Stretching or squeezing a covalent crystal is not like working a perfect spring. When bonded atoms are pushed closer together than they like to sit, the repulsion between their electron clouds and between their nuclei climbs steeply. When they are pulled apart, the bond weakens and its pull grows more slowly than a spring's would. The energy curve is therefore steep on the compressed side and flatter on the stretched side.

The crystal here is phosphorus with three close neighbours for each atom, the structure of black phosphorus, whose puckered layers are held together inside by short P–P bonds. The level of theory is PBE without a dispersion term. The whole cell is scaled up or down with its shape and its fractional atomic positions held fixed. Bonds and the gaps between layers therefore grow by the same percentage, and the bond angles don't change. The question is what energy and pressure belong to the most stretched cell.

Quantum ESPRESSO 7.5, PBE without dispersion correction or spin polarisation, for phosphorus (Cmce, 4 atoms per cell) scaled at fixed shape and fractional positions. The runs use SSSP 1.3 efficiency pseudopotentials, a 748.3 eV wavefunction cutoff, an 8×8×6 k mesh and Fermi–Dirac smearing of 0.05 eV. Energies are counted from the minimum of the fitted curve.

```
volume (Å³/atom)  energy (meV/atom)  pressure (GPa)
           19.23              40.12           7.650
           19.64              23.24           5.600
           20.05              11.30           3.770
           20.46               3.83           2.110
           20.87               0.36           0.620
           21.28               0.51          -0.720
           21.69                  ?               ?
```

Volume and energy are counted per atom, and the energy zero is the minimum of a curve fitted to the whole series. A positive pressure means that the cell pushes outwards and has to be held in. A negative one means that it has to be pulled open. The two columns are tied together, since pressure is minus the slope of energy against volume:

P = −dE/dV

Start at the compressed end, from 19.23 to 20.05 Å³/atom. The volumes rise in equal steps of 2 % of the given cell, which makes the energy steps comparable. The first step lowers the energy by 16.88 meV/atom, the second by only 11.94. The slope is fading as the squeezed bonds are relieved, and the falling pressure shows the same thing.

Any smooth curve does that close to its minimum, a perfect spring included. What tells the spring from the bond is how fast the slope changes. In the known rows the difference between one energy step and the next shrinks from 4.94 meV/atom at the compressed end to 3.62 at the stretched end, by about a tenth each time. A perfect spring would show a little of this too, about 4 % per step, because equal steps in volume are ever smaller steps in length. The rest shows that the crystal softens more than a spring as it expands.

The next row, 20.46 Å³/atom, is the given cell. It isn't the resting point of this curve, for it still pushes outwards with 2.11 GPa. At fixed shape the minimum lies about 2.9 % higher in volume, according to a curve fitted to the six known energies. That is only about 1 % in each length, and it takes the P–P bonds from 2.205 to 2.226 Å. Slightly short, stiff bonds would explain the shift. So would layers that sit too close together for a functional without dispersion, and a uniform scaling can't tell the two apart.

Between 20.87 and 21.28 Å³/atom the pressure changes sign, so the minimum lies between these two rows. Their energies are almost equal because they sit on opposite sides of it, at similar distances. Which of them is lower has no deeper meaning. The useful information is again in the steps: the last known one is a rise of just 0.15 meV/atom, and from here on the energy climbs.

How steeply it climbs can be estimated by hand. The differences between neighbouring energy steps have been shrinking by 0.4 to 0.5 meV/atom each time. Taking off another 0.4 gives:

next difference between steps ≈ 3.62 − 0.4 ≈ 3.2 meV/atom
next energy step ≈ 0.15 + 3.2 ≈ 3.4 meV/atom
energy at 21.69 Å³/atom ≈ 0.51 + 3.4 ≈ 3.9 meV/atom

The pressure can be continued in the same way. Its steps also shrink, from 2.05 GPa at the compressed end to 1.34 GPa at the last known step. A further step of about 1.20 GPa takes −0.72 to −1.92 GPa. The cell should pull inwards harder than before, but the extra pull should be smaller than the last one.

A smooth curve does the same job with less guesswork. It helps to choose a variable in which the lopsidedness of a bond is already built in, such as the inverse square of a length. Since all lengths here scale with the cube root of the volume, this is the volume to the power −2/3. With V for the volume and V_g for that of the given cell, the variable is:

u = (V_g/V)^(2/3) − 1

Drawn against volume, a parabola in u rises faster under compression than under stretching, as the energy of a bond does. Stopping at u² gives the second-order Birch–Murnaghan curve, which fixes how quickly the crystal stiffens: near the minimum, the bulk modulus gains 4 GPa for every GPa of pressure. Adding a u³ term lets the energies choose that number themselves:

E = a + b·u + c·u² + e·u³

The four constants a, b, c and e were found by least squares from the six known energies, with the exact 2 % steps in place of the rounded volumes. The constant a absorbs the choice of energy zero. The curve gives 3.92 meV/atom and, from its slope, −1.93 GPa at the last volume, in line with the estimate by hand.

The forecasts are therefore an energy of 3.9 ± 0.1 meV/atom and a pressure of −1.92 ± 0.05 GPa. The bars are judgements, not statistical intervals. They allow for rounded energies, whose small errors grow when a curve is carried past its last point, and for doubt about the form of the curve. Two further forecasts concern the simpler forms: a parabola in volume should put the energy clearly too high, and the Birch form that stops at u² should come close.

The withheld rows as computed:

```
volume (Å³/atom)  energy (meV/atom)  pressure (GPa)
           21.69               3.91          -1.930
```

The energy is 3.91 meV/atom, well inside its bar. The third-order curve misses it by only 0.01 meV/atom, about the last printed digit, so the bar was wider than this row required. One step of 2 % is a short reach, though, and this success doesn't show how far the same curve could be trusted beyond it.

The pressure of −1.93 GPa is a hit too. It wasn't simply read off the energy curve: before rounding, the computed pressures lie below those that follow from its slope by a tiny, nearly constant amount, which a slope taken from these energies wouldn't show. Still, pressure and energy describe the same response of the same crystal, so this second hit mainly shows that the two columns fit together.

The parabola fails as foreseen. Fitted to the same six energies, it gives 5.65 meV/atom, too high by 1.74, or nearly half of the computed value. A parabola has a single curvature, and most of the known rows lie on the compressed side, where the crystal is stiffer. It carries that stiffness over to the stretched side, where it no longer holds.

The Birch form that stops at u² does come close, with 4.02 meV/atom. That is about 3 % too high, and just outside the bar set for the energy. The reason lies in its fixed rate of stiffening. The six energies prefer a modulus that changes by 4.3 GPa per GPa of pressure instead of 4, so the computed curve softens a little faster on stretching than this form allows.

The same rate can be checked against the shrinking energy steps, since both describe one curve. The curvature of the energy is the bulk modulus B divided by the volume. A 2 % expansion lowers the pressure by roughly 1.5 GPa, and hence the modulus by about 6 GPa, which is 9 % of its value. The larger volume takes off another 2 %, so the curvature should drop by about a tenth per step, much as the energy steps show. Many solids have a similar rate of stiffening, so a similar loss is a fair first guess for them.

The bulk modulus itself, 69 GPa from the same six energies, points to what is being stretched. Suppose that the short P–P bonds carry all the resistance, each as a spring of constant k and length d. Every atom has three bonds, each shared with a neighbour, which makes one and a half bonds per atom. The relative change in bond length is one third of the relative change in volume. Setting the energy of these springs equal to that of the compressed solid, with V₀ for the volume at the minimum, gives:

B·V₀ = k·d²/6

The left side is about 9 eV per atom and d² is about 5 Å², so k is of the order of 10 eV/Å². That is the usual order of magnitude for stretching a covalent single bond. The estimate assigns everything to the bonds and can't prove that they dominate, but it shows that they are stiff enough to account for the modulus. It says nothing about how lopsided the bonds are, because a perfect spring was assumed.

For the same reason, 69 GPa must not be used as the stiffness of black phosphorus in a press. Under real hydrostatic pressure the soft gaps between the layers close first and the bonds are largely spared. A cell that is free to adjust should therefore be clearly softer. Fixing both the shape of the cell and the fractional positions forces the stiff bonds to take their full share of every change in volume.

This leaves open how the curve would look if the cell shape and the atomic positions could adjust at each volume. Stretching would then probably open the gaps, where PBE without dispersion is least reliable, and both the resting volume and the softening would depend on the weak forces between the layers. Would the Birch form still reach one step ahead so well if the gaps did most of the stretching, instead of sharing it evenly with the bonds?
